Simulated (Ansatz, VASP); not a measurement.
**BP: VASP beside Ansatz**

File POSCAR:

```
BP
1.0
    0.0000000000      2.6193691626      1.7025899557
    2.6193691626      0.0000000000      1.7025899557
    2.6193691626      2.6193691626      0.0000000000
B P
1 1
Direct
    0.0000000000      0.0000000000      0.0000000000
    0.7500000000      0.7500000000      0.7500000000
```

File INCAR.step1:

```
SYSTEM = BP
ALGO = Normal
EDIFF = 1E-4
ENCUT = 520
GGA = PE
ISMEAR = 0
LASPH = .TRUE.
LCHARG = .FALSE.
LREAL = .FALSE.
LWAVE = .TRUE.
NBANDS = 11
NELM = 80
PREC = Accurate
SIGMA = 0.05
```

File INCAR.step2:

```
SYSTEM = BP
ALGO = Normal
EDIFF = 1E-6
ENCUT = 520
ISIF = 2
ISMEAR = 0
ISTART = 1
LASPH = .TRUE.
LCHARG = .FALSE.
LMIXTAU = .TRUE.
LREAL = .FALSE.
LWAVE = .FALSE.
METAGGA = R2SCAN
NBANDS = 11
NELM = 80
PREC = Accurate
SIGMA = 0.05
```

File KPOINTS:

```
k-points
0
G
  8 8 8
  0 0 0
```

Input for Ansatz:

```yaml
crystal:
  lattice:
    - [0.0, 2.6193691626, 1.7025899557]
    - [2.6193691626, 0.0, 1.7025899557]
    - [2.6193691626, 2.6193691626, 0.0]
  atoms:
    - { symbol: B, position: [0.0, 0.0, 0.0] }
    - { symbol: P, position: [0.75, 0.75, 0.75] }
basis:
  ecutwfc: 500
kpoints:
  mp_grid: { grid: [8, 8, 8] }
hamiltonian:
  xc: r2scan
scf:
  occupations: { method: gaussian, width: 0.05 }
output:
  forces: true
  stress: true
  eigenvalues: true
```

Alike in both runs: task single point; functional r2SCAN; k mesh 8 × 8 × 8; occupations gaussian, width 0.05 eV; no spin polarisation.

|  | VASP | Ansatz |
| --- | --- | --- |
| version | VASP 6.6.1 | Ansatz 0.2.0 |
| potentials or method | VASP PAW PBE potentials, release 64 (B, P) | scalar-relativistic, plane waves, PAW |
| plane-wave cutoff (eV) | 520 | 500 |
| valence electrons in the cell | 8 | 8 |

```csv
,VASP,Ansatz,Ansatz less VASP
gap on the k mesh at the Fermi level (eV),none,none,-
pressure (GPa),-6.6,-6.2,+0.41
largest component of the traceless stress (GPa),34.33,34.03,-0.302
```

A gap of «none» marks a metal or a gap that the smearing closes. With one functional, cell and mesh, what is left measures potentials, basis and numerics.

Caveats: the PAW data sets were made with another functional, which shifts forces and pressure a little (VASP).
